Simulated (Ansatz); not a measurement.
AlAs: H interstitial

The calculation used DFT PBE, scalar-relativistic, plane waves, PAW (Ansatz 0.2.0). Run with 420 eV cutoff, 1×1×1 k-mesh, Gaussian smearing of 0.01 eV, collinear spin in charge 0 alone.

Host crystal, relaxed:

```
Al As
1.0
     0.00000    2.86396    2.86396
     2.86396    0.00000    2.86396
     2.86396    2.86396    0.00000
Al As
1 1
Direct
  0.00000 0.00000 0.00000
  0.75000 0.75000 0.75000
```

Supercell of 32 atoms, rows in host cell vectors: 1 -3 1; 1 1 -3; 1 1 1. Atoms relax at the host's cell, keeping the symmetry that the supercell leaves at the site. The cell is small, so energies carry finite-size errors of tenths of an eV. The zone centre alone is far too coarse a mesh for this cell, so the numbers show that error and aren't the defect's converged properties. The host's Kohn–Sham gap is 1.50 eV.

Defect: H interstitial, charge +1.

Command:

```bash
ansatz run input.yaml --threads 4 --pin off --max-ram 10240MiB --backend cpu --events-out ev --progress --plain --runs-dir out
```

The input:

```yaml
crystal:
  lattice:
    - [-5.7279123196, 5.7279123196, -5.7279123196]
    - [-5.7279123196, -5.7279123196, 5.7279123196]
    - [5.7279123196, 5.7279123196, 5.7279123196]
  atoms:
    - { symbol: Al, position: [0.7506651597, 0.7506651597, 0.503658138] }
    - { symbol: Al, position: [0.5029929783, 0.0, 0.4993348403] }
    - { symbol: Al, position: [0.4970070217, 0.746341862, 0.7470070217] }
    - { symbol: Al, position: [0.2269910158, 0.2269910158, 0.4769910158] }
    - { symbol: Al, position: [0.2493348403, 0.0, 0.7529929783] }
    - { symbol: Al, position: [0.253658138, 0.7506651597, 0.0006651597] }
    - { symbol: Al, position: [0.0, 0.5029929783, 0.4993348403] }
    - { symbol: Al, position: [0.0, 0.2493348403, 0.7529929783] }
    - { symbol: Al, position: [0.0, 0.0, 0.0230089842] }
    - { symbol: Al, position: [0.0, 0.7730089842, 0.25] }
    - { symbol: Al, position: [0.746341862, 0.4970070217, 0.7470070217] }
    - { symbol: Al, position: [0.7506651597, 0.253658138, 0.0006651597] }
    - { symbol: Al, position: [0.7730089842, 0.0, 0.25] }
    - { symbol: Al, position: [0.4970070217, 0.4970070217, -0.003658138] }
    - { symbol: Al, position: [0.5029929783, 0.2493348403, 0.25] }
    - { symbol: Al, position: [0.2493348403, 0.5029929783, 0.25] }
    - { symbol: As, position: [0.0, 0.0, 0.7593593048] }
    - { symbol: As, position: [0.75, 0.25, 0.75] }
    - { symbol: As, position: [0.7434045373, 0.0, -0.0065954627] }
    - { symbol: As, position: [0.4906406952, 0.4906406952, 0.7406406952] }
    - { symbol: As, position: [0.5, 0.25, 0.0] }
    - { symbol: As, position: [0.5093593048, 0.0, 0.25] }
    - { symbol: As, position: [0.25, 0.75, 0.75] }
    - { symbol: As, position: [0.25, 0.5, 0.0] }
    - { symbol: As, position: [0.2565954627, 0.2565954627, 0.25] }
    - { symbol: As, position: [0.2565954627, 0.0, 0.5065954627] }
    - { symbol: As, position: [0.0, 0.7434045373, -0.0065954627] }
    - { symbol: As, position: [0.0, 0.5093593048, 0.25] }
    - { symbol: As, position: [0.0, 0.2565954627, 0.5065954627] }
    - { symbol: As, position: [0.7434045373, 0.7434045373, 0.25] }
    - { symbol: As, position: [0.75, 0.5, 0.5] }
    - { symbol: As, position: [0.5, 0.75, 0.5] }
    - { symbol: H, position: [0.0, 0.0, 0.25] }
  host:
    lattice:
      - [0.0, 2.8639561598, 2.8639561598]
      - [2.8639561598, 0.0, 2.8639561598]
      - [2.8639561598, 2.8639561598, 0.0]
    atoms:
      - { symbol: Al, position: [0.0, 0.0, 0.0] }
      - { symbol: As, position: [0.75, 0.75, 0.75] }
total_charge: 1
basis:
  ecutwfc: 420
  xc_grid: 2
kpoints:
  mp_grid: { grid: [1, 1, 1], shift: [0.0, 0.0, 0.0] }
hamiltonian:
  xc: pbe
scf:
  occupations: { method: gaussian, width: 0.01 }
output:
  forces: true
  stress: false
  eigenvalues: true
  charged_corrections:
    defect_position: [0.0, 0.0, 0.25]
    epsilon: [[11.5641, 0.0, 0.0], [0.0, 11.5641, 0.0], [0.0, 0.0, 11.5641]]
relax:
  adjacent_minimum: "off"
  f_tol: 0.025
  max_steps: 45
```

From the output:

```
Warning: RAYON_NUM_THREADS=4 ignored (pool sized by the plan → 4); use --threads N
Crystal: 33 atoms, lattice volume = 751.708 Å³
Basis set: ecut = 420 eV, 14771 PW (Γ), exchange–correlation on 144×144×144 points (8 copies of the dense FFT grid, shifted against one another)
Bands: 177, of which v1, the nominal top of the filled ones, is band 144 counted from 1 (143 counted from 0)
Symmetry: 24 space group operations
Space group: I-43m (ITA 217), of the structure as read, at distance tolerance 9.1e-5 Å
k-points: 1
relax step   1: F+E_penalty+E_count = -86331.26814100 eV  Δ(F+E_penalty+E_count) = +0.000e0 eV  max|allowed force component| = 4.188e-2 eV/Å  Δτ_max = 0.0000 Å
relax step   2: F+E_penalty+E_count = -86331.27166332 eV  Δ(F+E_penalty+E_count) = -3.522e-3 eV  max|allowed force component| = 1.503e-2 eV/Å  Δτ_max = 0.0153 Å
SCF converged after 16 iterations
Free energy (F): -86331.271663 eV
E sigma→0 (E₀):  -86331.263950 eV
Fermi energy:    6.043410 eV
```

The relaxation gained 0.00 eV in 2 steps. It took 13 s on 4 threads of Arm Neoverse V1 (shared host), peak memory 0.85 GiB.